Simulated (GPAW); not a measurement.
Crystal: ZrC.

```
Zr C
1.0
     0.00000    2.36500    2.36500
     2.36500    0.00000    2.36500
     2.36500    2.36500    0.00000
Zr C
1 1
Direct
  0.50000 0.50000 0.50000
  0.00000 0.00000 0.00000
```

| Quantity | Value |
| --- | --- |
| Program | GPAW 26.7.0 |
| Task | relaxation of cell and atoms |
| Functional | PBEsol |
| Dispersion | D3(BJ) |
| Potentials or basis | PAW data sets generated in the run's folder for this functional |
| Cutoff | 800 eV |
| Basis | pw |
| k mesh | 10 × 10 × 10 |
| Occupations | fermi-dirac, width 0.05 eV |
| Spin | no spin polarisation |

At the start: pressure -14.1 GPa; volume 13.23 Å³/atom.

Question: How do energy, volume and symmetry change on relaxing?

Answer: Over 4 steps the energy falls by 37.8 meV/atom and the volume is 12.40 Å³/atom (-6.3 %); space group Fm-3m (No. 225, to 0.05 Å).

Step by step:
| step | energy change (eV) | largest force (eV/Å) | pressure (GPa) | volume (Å³) |
| --- | --- | --- | --- | --- |
| 1 | 0.0000 | 0.0000 | -14.12 | 26.46 |
| 2 | -0.0469 | 0.0000 | -9.14 | 25.80 |
| 3 | -0.0754 | 0.0000 | 0.69 | 24.72 |
| 4 | -0.0756 | 0.0000 | -0.03 | 24.79 |

Final structure:
```yaml
crystal:
  lattice:
    - [0.00000, 2.31442, 2.31442]
    - [2.31442, 0.00000, 2.31442]
    - [2.31442, 2.31442, 0.00000]
  atoms:
    - { symbol: Zr, position: [0.50000, 0.50000, 0.50000] }
    - { symbol: C, position: [0.00000, 0.00000, 0.00000] }
```

Caveat: later steps reuse the first step's grids; pairwise dispersion overbinds metals, which lowers pressure and volume.
